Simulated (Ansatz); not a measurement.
# Se: all-electron results

```
CELL_PARAMETERS angstrom
5.68100 3.27993 1.47633
-5.68100 3.27993 1.47633
0.00000 -6.55985 1.47633
ATOMIC_POSITIONS crystal
Se 0.28066 0.16251 0.91818
Se 0.91818 0.28066 0.16251
Se 0.16251 0.91818 0.28066
Se 0.71934 0.83749 0.08182
Se 0.08182 0.71934 0.83749
Se 0.83749 0.08182 0.71934
```

Atom numbers follow the list: Se1, Se2, Se3, Se4, Se5, Se6.

The cell is COD entry 9013138, as deposited and not checked against the literature; nothing was relaxed.

These are results of Ansatz 0.2.0, DFT, PBEsol, all-electron LAPW, scalar-relativistic, not measurements.

The runs use a Γ-centred 6×6×6 k mesh, Fermi–Dirac smearing of 0.01 eV, basis error target 1 meV/atom, no spin polarisation.

- Pressure at this cell: 1.0 kbar
- Volume per atom: 27.51 Å³

Give the computed value. Band gap.

1.09 eV, indirect from T (0.5, -0.5, 0.5) to the line P0 (0.2, -0.8, 0.2)–P2 (0.2, 0.2, 0.2).

Largest force: what does the calculation give?

0.335 eV/Å on Se5.

Predict this quantity. Smallest direct gap on the path.

1.38 eV.

Stress xx, yy, zz (compression positive): what does the calculation give?

0.02, 0.02, 0.26 GPa.
